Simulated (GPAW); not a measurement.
# PbS (Cmcm) in GPAW: a series of runs

The runs below take PbS through G0W0 quasiparticle levels, optical spectrum by the Bethe-Salpeter equation, with LDA.

All numbers are computed with GPAW 26.7.0; they aren't measurements. Logs are shortened: lines on timing, memory, paths and dates and some standing lists are left out, and cuts for length are marked. The log counts tension as positive stress, the text compression.

### 1 The crystal as given

Symmetry: Cmcm, No. 63, orthorhombic system. The conventional cell has a = 4.160 Å, b = 11.983 Å, c = 4.279 Å, α = 90.00°, β = 90.00°, γ = 90.00°. Pb (site symmetry m2m) is surrounded by 5 S at 2.69 to 2.99 Å. Around S (site symmetry m2m) lie 5 Pb at 2.69 to 2.99 Å.

Measurements of this composition are mostly on another form, of space group No. 225.

### 2 G0W0 quasiparticle levels, LDA

run.py

```python
import json
import numpy as np
import spglib
from ase import Atoms
from ase.dft.bandgap import bandgap
from ase.io import read, write
from gpaw import GPAW, PW
from gpaw.response.g0w0 import G0W0

atoms = read('PbS.cif')
cell, positions, numbers = spglib.find_primitive(
    (atoms.cell[:], atoms.get_scaled_positions(), atoms.numbers), symprec=1e-4)
atoms = Atoms(numbers, cell=cell, scaled_positions=positions, pbc=True)

calc = GPAW(mode=PW(450),
            xc='LDA',
            kpts={'size': (2, 2, 2), 'gamma': True},
            occupations={'name': 'fermi-dirac', 'width': 0.001},
            nbands=33,
            convergence={'density': 1e-06},
            symmetry={'point_group': False},
            maxiter=150,
            txt='gpaw.txt')
atoms.calc = calc
energy = atoms.get_potential_energy()
calc.write('gs.gpw')
write('result.traj', atoms)
print(f'Energy: {energy:.6f} eV')
print('Fermi level:', round(calc.get_fermi_level(), 4), 'eV')
print(f'Gap: {bandgap(calc)[0]:.4f} eV, direct: {bandgap(calc, direct=True)[0]:.4f} eV')

calc.diagonalize_full_hamiltonian(nbands=246)
calc.write('full.gpw', mode='all')

ibz = calc.get_ibz_k_points()
gap, vbm, cbm = bandgap(calc, output=None)
gap, direct, _ = bandgap(calc, direct=True, output=None)
gamma = int(np.abs(ibz).sum(1).argmin())
kpts = sorted({gamma, vbm[1], cbm[1], direct[1]})
gw = G0W0(calc='full.gpw',
          filename='gw',
          ecut=100,
          ecut_extrapolation=True,
          relbands=(-1, 1),
          kpts=kpts,
          integrate_gamma='WS',
          ppa=True)
gw.calculate()
results = {mode: {key: np.asarray(r[key]).tolist() for key in ['f', 'eps', 'vxc', 'exx', 'sigma', 'Z', 'qp', 'sigma_eskn']}
           for mode, r in gw.all_results.items()}
json.dump({'kpts': ibz[kpts].tolist(), 'results': results}, open('gw.json', 'w'))
for mode, r in results.items():
    f, qp = np.array(r['f']), np.array(r['qp'])
    print(mode, 'quasiparticle energies (eV):')
    print(qp.round(3))
    print(mode, 'gap:', round(qp[f < 0.5].min() - qp[f > 0.5].max(), 4), 'eV')
```

PbS.cif

```cif
data_PbS
_cell_length_a 4.15990539
_cell_length_b 11.98259373
_cell_length_c 4.27932094
_cell_angle_alpha 90.00000000
_cell_angle_beta 90.00000000
_cell_angle_gamma 90.00000000
_space_group_name_H-M_alt 'Cmcm'
_space_group_name_Hall '-C 2c 2'
_space_group_IT_number 63
loop_
_space_group_symop_operation_xyz
'x,y,z'
'-x,-y,-z'
'-x,-y,z+1/2'
'x,y,-z+1/2'
'x,-y,-z'
'-x,y,z'
'-x,y,-z+1/2'
'x,-y,z+1/2'
'x+1/2,y+1/2,z'
'-x+1/2,-y+1/2,-z'
'-x+1/2,-y+1/2,z+1/2'
'x+1/2,y+1/2,-z+1/2'
'x+1/2,-y+1/2,-z'
'-x+1/2,y+1/2,z'
'-x+1/2,y+1/2,-z+1/2'
'x+1/2,-y+1/2,z+1/2'
loop_
_atom_site_label
_atom_site_type_symbol
_atom_site_symmetry_multiplicity
_atom_site_Wyckoff_symbol
_atom_site_fract_x
_atom_site_fract_y
_atom_site_fract_z
_atom_site_occupancy
Pb1 Pb 4 c 0.0000000000 0.8694366500 0.2500000000 1
S1 S 4 c 0.0000000000 0.6452029100 0.2500000000 1
```

Potentials or basis: the program's PAW data sets (release 1.2.1) made for this functional, pw.

Launch:

```sh
$ OMP_NUM_THREADS=1 python run.py
```

gpaw.txt:

```text
__  _  _
 | _ |_)|_||  |
 |__||  | ||/\| - 26.7.0

Input parameters:
  mode=PW(ecut=450.00000000000006),
  convergence={'density': 1e-06},
  kpts=MonkhorstPack(size=(2, 2, 2), gamma=True),
  maxiter=150,
  nbands=33,
  occupations=Occupations(name='fermi-dirac', width=0.001),
  symmetry=Symmetry(point_group=False),
  xc=XC(name='LDA')

Diagonalizing LCAO Hamiltonian
Converting LCAO to pw mode

             Pb
         S S
       Pb

Atoms  # Å, Bohr magnetons
|   | symbol |        x |         y |        z |    initial magnetic moments |
|---|--------|----------|-----------|----------|-----------------------------|
| 0 |     Pb | 2.079953 |  4.426809 | 1.069830 | ( 0.0000,  0.0000,  0.0000) |
| 1 |     Pb | 2.079953 | -4.426809 | 3.209491 | ( 0.0000,  0.0000,  0.0000) |
| 2 |      S | 2.079953 |  1.739907 | 1.069830 | ( 0.0000,  0.0000,  0.0000) |
| 3 |      S | 2.079953 | -1.739907 | 3.209491 | ( 0.0000,  0.0000,  0.0000) |

Unit cell  # Å
| periodic |        x |         y |        z |  lengths |     angles |
|----------|----------|-----------|----------|----------|------------|
|      yes | 2.079953 | -5.991297 | 0.000000 | 6.342069 |  90.000000 |
|      yes | 2.079953 |  5.991297 | 0.000000 | 6.342069 |  90.000000 |
|      yes | 0.000000 |  0.000000 | 4.279321 | 4.279321 | 141.709848 |

Number of symmetries: 1
Symmetry operations  # r_c * U_cc + t_c -> r_c
|   | kind |            matrix            |
|---|------|------------------------------|
| 0 |  E   |  1, 0, 0,  0, 1, 0,  0, 0, 1 |

BZ-sampling:
  Number of BZ points: 8
  Number of IBZ points: 8

  Monkhorst-Pack size: [2, 2, 2]
  Monkhorst-Pack shift: [0.25, 0.25, 0.25]

K-points  # in reciprocal-cell coordinates
|   |                                coordinates |     weight |
|---|--------------------------------------------|------------|
| 0 | (  0.00000000,   0.00000000,   0.00000000) | 0.12500000 |
| 1 | (  0.00000000,   0.00000000,   0.50000000) | 0.12500000 |
| 2 | (  0.00000000,   0.50000000,   0.00000000) | 0.12500000 |
| 3 | (  0.00000000,   0.50000000,   0.50000000) | 0.12500000 |
| 4 | (  0.50000000,   0.00000000,   0.00000000) | 0.12500000 |
| 5 | (  0.50000000,   0.00000000,   0.50000000) | 0.12500000 |
| 6 | (  0.50000000,   0.50000000,   0.00000000) | 0.12500000 |
| 7 | (  0.50000000,   0.50000000,   0.50000000) | 0.12500000 |

Plane wave coefficients: 2336
Cutoff: 450.00000000000006 eV

Spin-components: 1 (collinear spins)
Bands:           33
Projectors:      22
Spin-degeneracy: 2
Datatype:        complex128

Density:
  Valence electrons: 40.0
  Components: 1
  Grid points: [32 32 21]
  Charge: 0.0  # |e|

Potential:
  Grid points: [32 32 21]

species:
  Pb:
    name:    Lead
    Z:       82.0
    valence: 14
    core:    68
    charge:  0.0  # [|e|]
    compensation charges:
      type: gauss
      rc: 0.38  # [Å]
      lmax: 2
    cutoffs:
      filter: 2.36  # [Å]
      core: 2.43  # [Å]
    projectors
    | kind |    occ | energy [eV] | rcut [Å] |
    |------|--------|-------------|----------|
    |   6s |  2.000 |     -12.249 |    1.259 |
    |   6p |  2.000 |      -3.713 |    1.275 |
    |   5d | 10.000 |     -21.326 |    1.217 |
    |    s |        |      14.962 |    1.259 |
    |    p |        |      23.498 |    1.275 |
    |    d |        |       5.885 |    1.217 |

    Using partial waves for Pb as LCAO basis

  S:
    name:    Sulfur
    Z:       16.0
    valence: 6
    core:    10
    charge:  0.0  # [|e|]
    compensation charges:
      type: gauss
      rc: 0.24  # [Å]
      lmax: 2
    cutoffs:
      filter: 1.77  # [Å]
      core: 1.66  # [Å]
    projectors
    | kind |    occ | energy [eV] | rcut [Å] |
    |------|--------|-------------|----------|
    |   3s |  2.000 |     -17.278 |    0.974 |
    |   3p |  4.000 |      -7.106 |    0.979 |
    |    s |        |       9.933 |    0.974 |
    |    p |        |      20.105 |    0.979 |
    |    d |        |       0.000 |    0.900 |

    Using partial waves for S as LCAO basis

Reference energy: -1155591.035148  # eV

eigensolver:
  PPCG
  Converge bands: occupied
  niter=2

density mixing:
  MSR1-Mixer
  Pratt-step length: 0.05
  Maximum mixing coefficient: 0.75
  Old densities: 10
  SVD Regularization: 0.005
  Good broyden scale: 1.0
  Trust region scale: 1.0
  Backstep threshold: 4.0
  History deletion threshold: 6.0
  Fourier metric: weight=20.0, sigma=0.015

occupation numbers:
  Fermi-Dirac:
    width: 0.0010  # eV

poisson solver:
  ecut: 3600.0000000000005  # eV

xc functional:
  name: None

convergence criteria:
- Maximum integral of absolute [dens]ity change: 1e-06 electrons / valence electron
- Maximum [total energy] change in last 3 cyles: 0.0005 eV / valence electron
- Maximum integral of absolute [eigenst]ate change: 4e-08 eV^2 / valence electron
maximum number of iterations: 150

SCF iterations
|iter     | |      energy | eigst |  dens |
|---------|-|-------------|-------|-------|
|iter:   1| |  -20.452374 | -0.04 |       |
|iter:   2| |  -20.197452 | -1.76 | -1.14 |
|iter:   3| |  -19.395021 | -1.51 | -1.19 |
|iter:   4| |  -19.383376 | -2.77 | -1.78 |
|iter:   5| |  -19.380678c| -3.37 | -2.17 |
|iter:   6| |  -19.379964c| -4.23 | -2.52 |
|iter:   7| |  -19.379943c| -5.29 | -3.26 |
|iter:   8| |  -19.379935c| -6.31 | -3.51 |
|iter:   9| |  -19.379936c| -7.13 | -4.04 |
|iter:  10| |  -19.379936c| -7.59c| -4.70 |
|iter:  11| |  -19.379936c| -8.04c| -5.32 |
|iter:  12| |  -19.379936c| -8.33c| -6.05c|

Converged in 12 steps
Energy contributions relative to reference atoms: (reference = -1155591.035148)

Energy contributions:
  Kinetic:          26.584449
  Coulomb:         -27.389805
  Zero:             -0.013800
  External:          0.000000
  Xc:              -18.560781
  Entropy:          -0.000000
  Spinorbit:         0.000000
  ----------------------------
  Free energy:     -19.379936
  Extrapolated:    -19.379936

dipole moment: (0.000007, 0.000002, 0.000007)  # |e|*Ang

Fermi level: 5.584
Eigenvalues  # (at kpt = [0.000, 0.000, 0.000])
| band index |      eig [eV] | occ [0-2] |
|------------|---------------|-----------|
|          0 |       -11.335 |     2.000 |
|        ... |               |           |
|         12 |        -1.843 |     2.000 |
|         13 |        -0.865 |     2.000 |
|         14 |         0.820 |     2.000 |
|         15 |         2.129 |     2.000 |
|         16 |         2.719 |     2.000 |
|         17 |         3.439 |     2.000 |
[... 8 lines left out ...]
|         26 |        10.969 |     0.000 |
|         27 |        11.896 |     0.000 |
|        ... |               |           |
|         32 |        15.623 |     0.000 |

Gap: 1.047 eV
Transition (v -> c):
  (s=0, k=1, n=19, [0.00, 0.00, 0.50]) -> (s=0, k=6, n=20, [0.50, 0.50, 0.00])
Direct/indirect transitions are different
Direct gap: 1.402 eV
Transition at: (s=0, k=6, n=19, [0.50, 0.50, 0.00])
# Writing to gs.gpw (mode='')

Matrix size: 2336x2336
# Writing to full.gpw (mode='all')
```

Wall time 2.4 min (1 thread of Intel Xeon 6975P-C (Granite Rapids), shared host); peak memory 0.72 GiB.

The run converged, but some of its settings lie outside the range that counts as converged, so its numbers aren't taken as properties of the crystal.

What came out:

* Free energy: -19.3799 eV
* Band gap on the k mesh, mean-field level: 1.05 eV, indirect (least direct gap 1.40 eV)
* Quasiparticle gap: 1.48 eV
* Least direct quasiparticle gap: 1.92 eV

Caveat: the k mesh is coarse (spacing up to 0.80 Å⁻¹), so the values aren't converged; the quasiparticle gap is taken among the few k points that were corrected; the k mesh is too small for a converged quasiparticle gap; the long-wavelength limit can be off by a per cent or two; spin-orbit coupling is left out, which as a rule narrows the gap of such compounds by several tenths of an eV; the program warned that so skewed a cell can give wrong results.

### 3 G0W0 quasiparticle levels, LDA

Edit run.py of step 2 so:

```diff
@@ -17,3 +17,3 @@
             kpts={'size': (2, 2, 2), 'gamma': True},
-            occupations={'name': 'fermi-dirac', 'width': 0.001},
+            occupations={'name': 'fermi-dirac', 'width': 0.05},
             nbands=33,
@@ -21,3 +21,3 @@
             symmetry={'point_group': False},
-            maxiter=150,
+            maxiter=80,
             txt='gpaw.txt')
@@ -31,3 +31,3 @@
 
-calc.diagonalize_full_hamiltonian(nbands=246)
+calc.diagonalize_full_hamiltonian(nbands=177)
 calc.write('full.gpw', mode='all')
@@ -41,7 +41,8 @@
           filename='gw',
-          ecut=100,
-          ecut_extrapolation=True,
-          relbands=(-1, 1),
+          ecut=80,
+          ecut_extrapolation=False,
+          relbands=(-2, 2),
           kpts=kpts,
           integrate_gamma='WS',
+          nbands=173,
           ppa=True)
```

PbS.cif is that of step 2.

Potentials or basis: the program's PAW data sets (release 1.2.1) made for this functional, pw.

Launch:

```sh
$ OMP_NUM_THREADS=1 python run.py
```

gpaw.txt:

```text
__  _  _
 | _ |_)|_||  |
 |__||  | ||/\| - 26.7.0

Input parameters:
  mode=PW(ecut=450.00000000000006),
  convergence={'density': 1e-06},
  kpts=MonkhorstPack(size=(2, 2, 2), gamma=True),
  maxiter=80,
  nbands=33,
  occupations=Occupations(name='fermi-dirac', width=0.05),
  symmetry=Symmetry(point_group=False),
  xc=XC(name='LDA')

Diagonalizing LCAO Hamiltonian
Converting LCAO to pw mode

             Pb
         S S
       Pb

Atoms  # Å, Bohr magnetons
|   | symbol |        x |         y |        z |    initial magnetic moments |
|---|--------|----------|-----------|----------|-----------------------------|
| 0 |     Pb | 2.079953 |  4.426809 | 1.069830 | ( 0.0000,  0.0000,  0.0000) |
| 1 |     Pb | 2.079953 | -4.426809 | 3.209491 | ( 0.0000,  0.0000,  0.0000) |
| 2 |      S | 2.079953 |  1.739907 | 1.069830 | ( 0.0000,  0.0000,  0.0000) |
[... 145 lines left out ...]
|iter:   6| |  -19.379959c| -4.23 | -2.52 |
|iter:   7| |  -19.379938c| -5.29 | -3.26 |
|iter:   8| |  -19.379930c| -6.31 | -3.51 |
|iter:   9| |  -19.379931c| -7.13 | -4.04 |
|iter:  10| |  -19.379931c| -7.59c| -4.70 |
|iter:  11| |  -19.379931c| -8.04c| -5.32 |
|iter:  12| |  -19.379931c| -8.33c| -6.05c|

Converged in 12 steps
Energy contributions relative to reference atoms: (reference = -1155591.035148)

Energy contributions:
  Kinetic:          26.584362
  Coulomb:         -27.389722
  Zero:             -0.013800
  External:          0.000000
  Xc:              -18.560766
  Entropy:          -0.000012
  Spinorbit:         0.000000
  ----------------------------
  Free energy:     -19.379937
  Extrapolated:    -19.379931

dipole moment: (0.000007, 0.000002, 0.000007)  # |e|*Ang

Fermi level: 5.530
Eigenvalues  # (at kpt = [0.000, 0.000, 0.000])
| band index |      eig [eV] | occ [0-2] |
|------------|---------------|-----------|
|          0 |       -11.335 |     2.000 |
|        ... |               |           |
|         12 |        -1.843 |     2.000 |
|         13 |        -0.865 |     2.000 |
|         14 |         0.820 |     2.000 |
|         15 |         2.129 |     2.000 |
|         16 |         2.719 |     2.000 |
|         17 |         3.439 |     2.000 |
[... 8 lines left out ...]
|         26 |        10.969 |     0.000 |
|         27 |        11.896 |     0.000 |
|        ... |               |           |
|         32 |        15.623 |     0.000 |

Gap: 1.047 eV
Transition (v -> c):
  (s=0, k=1, n=19, [0.00, 0.00, 0.50]) -> (s=0, k=6, n=20, [0.50, 0.50, 0.00])
Direct/indirect transitions are different
Direct gap: 1.402 eV
Transition at: (s=0, k=6, n=19, [0.50, 0.50, 0.00])
# Writing to gs.gpw (mode='')

Matrix size: 2336x2336
# Writing to full.gpw (mode='all')
```

It took 1.7 min on 1 thread of Intel Xeon 6975P-C (Granite Rapids), shared host; peak memory 0.71 GiB.

The run converged, but some of its settings lie outside the range that counts as converged, so its numbers aren't taken as properties of the crystal.

What came out:

| Quantity | Value |
| --- | --- |
| Free energy | -19.3799 eV |
| Band gap on the k mesh, mean-field level | 1.05 eV, indirect (least direct gap 1.40 eV) |
| Quasiparticle gap | 1.31 eV |
| Least direct quasiparticle gap | 1.76 eV |

Caveat: the k mesh is coarse (spacing up to 0.80 Å⁻¹), so the values aren't converged; the quasiparticle gap is taken among the few k points that were corrected; the k mesh is too small for a converged quasiparticle gap; the long-wavelength limit can be off by a per cent or two; spin-orbit coupling is left out, which as a rule narrows the gap of such compounds by several tenths of an eV; the program warned that so skewed a cell can give wrong results.

[end of part 1 of 2]
